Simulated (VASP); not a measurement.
Set up this calculation in VASP 6.6.1, as the native input.

```yaml
Task: single point
Functional: r2SCAN
Potentials_or_basis: VASP PAW PBE potentials, release 64 (Ir)
Cutoff: 520 eV
k_mesh: 9 × 9 × 4
Occupations: gaussian, width 0.1 eV
Spin: no spin polarisation
Dipole_correction: no
Further_INCAR_settings: ALGO = Normal; EDIFF = 1e-06; NBANDS = 16
```

Crystal: Ir.

```
Ir
1.0
     2.72704    0.00000    0.00000
    -1.36352    2.36168    0.00000
     0.00000    0.00000    4.42240
Ir
2
Direct
  0.66667 0.33333 0.75000
  0.33333 0.66667 0.25000
```

This isn't the form of Ir at room conditions, which is fcc.

One way to write it, as run:

POSCAR

```
Ir
1.0
    2.7270384263      0.0000000000      0.0000000000
   -1.3635192131      2.3616845542      0.0000000000
    0.0000000000      0.0000000000      4.4224035142
Ir
2
Direct
    0.6666666667      0.3333333333      0.7500000000
    0.3333333333      0.6666666667      0.2500000000
```

INCAR.step1

```
ALGO     = Normal         # electronic algorithm
EDIFF    = 1E-4           # SCF threshold, eV
ENCUT    = 520            # plane-wave cutoff, eV
GGA      = PE             # functional
ISMEAR   = 0              # smearing method
LASPH    = T              # aspherical terms in the spheres
LCHARG   = F              # write CHGCAR
LREAL    = F              # projectors in reciprocal space
LWAVE    = T              # write WAVECAR
NBANDS   = 16             # bands
NELM     = 100            # most SCF steps
PREC     = Accurate       # precision mode
SIGMA    = 0.1            # smearing width, eV
```

INCAR.step2

```
ALGO     = Normal         # electronic algorithm
EDIFF    = 1E-6           # SCF threshold, eV
ENCUT    = 520            # plane-wave cutoff, eV
ISIF     = 2              # what is computed and relaxed
ISMEAR   = 0              # smearing method
ISTART   = 1            
LASPH    = T              # aspherical terms in the spheres
LCHARG   = F              # write CHGCAR
LMIXTAU  = T            
LREAL    = F              # projectors in reciprocal space
LWAVE    = F              # write WAVECAR
METAGGA  = R2SCAN         # meta-GGA
NBANDS   = 16             # bands
NELM     = 100            # most SCF steps
PREC     = Accurate       # precision mode
SIGMA    = 0.1            # smearing width, eV
```

KPOINTS

```
k-points
0
Gamma
  9 9 4
```

Potentials or basis: VASP PAW PBE potentials, release 64 (Ir).

Run with:

```sh
$ cat potpaw_PBE.64/Ir/POTCAR > POTCAR
$ cp INCAR.step1 INCAR
$ mpirun -np 1 vasp_std > vasp.out
$ cp INCAR.step2 INCAR
$ mpirun -np 1 vasp_std > vasp.out
```

It gave:

The pressure is 2.5 GPa and the band gap on the k mesh is none (metal or under the smearing width).

Caveat: the PAW data sets were made with another functional, which shifts forces and pressure a little.

Wall time 40 s on 1 thread of Intel(R) Xeon(R) Platinum 8488C (Sapphire Rapids), on a shared host, peak memory 0.15 GiB.
